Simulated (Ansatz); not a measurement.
Input file:

```yaml
accuracy: low
crystal:
  lattice:
    - [-2.938365, -5.089397, 0.0]
    - [4.407547, -2.544698, 0.0]
    - [0.0, 0.0, 5.771313]
  atoms:
    - { symbol: W, position: [0.75, 0.5, 0.0] }
    - { symbol: C, position: [0.5, 0.6666667, 0.25] }
    - { symbol: W, position: [0.75, 0.5, 0.5] }
    - { symbol: C, position: [0.5, 0.6666667, 0.75] }
    - { symbol: W, position: [0.5, 0.0, 0.0] }
    - { symbol: C, position: [0.25, 0.1666667, 0.25] }
    - { symbol: W, position: [0.5, 0.0, 0.5] }
    - { symbol: C, position: [0.25, 0.1666667, 0.75] }
    - { symbol: W, position: [0.25, 0.5, 0.0] }
    - { symbol: C, position: [0.0, 0.6666667, 0.25] }
    - { symbol: W, position: [0.25, 0.5, 0.5] }
    - { symbol: C, position: [0.0, 0.6666667, 0.75] }
    - { symbol: W, position: [0.0, 0.0, 0.0] }
    - { symbol: C, position: [0.75, 0.1666667, 0.25] }
    - { symbol: W, position: [0.0, 0.0, 0.5] }
    - { symbol: C, position: [0.75, 0.1666667, 0.75] }
basis:
  ecutwfc: 420.0
kpoints:
  mp_grid: { grid: [3, 3, 3] }
hamiltonian:
  xc: pbe
  dispersion: d3bj
  pseudopotentials: { kind: paw, azcp: { folder: soft_1 } }
scf:
  occupations: { method: fermi_dirac, width: 0.36 }
  lower_state_search: "off"
md:
  timestep: 0.75
  n_steps: 130
  ensemble: nvt_langevin
  temperature: 4200.0
  initial_velocities: maxwell_boltzmann
  seed: 898905
  friction: 0.02
```

Launched with:

```bash
$ ansatz run input.yaml --threads 2 --pin off --max-ram 5120MiB --backend cpu --events-out ev --progress --plain --runs-dir out
```

Hardware: 2 threads of Arm Neoverse V2, with other jobs on the host.

Question: Roughly how long does this run take, and how much memory?

Answer: 19 min, with a peak of 0.83 GiB, for 131 ionic steps.
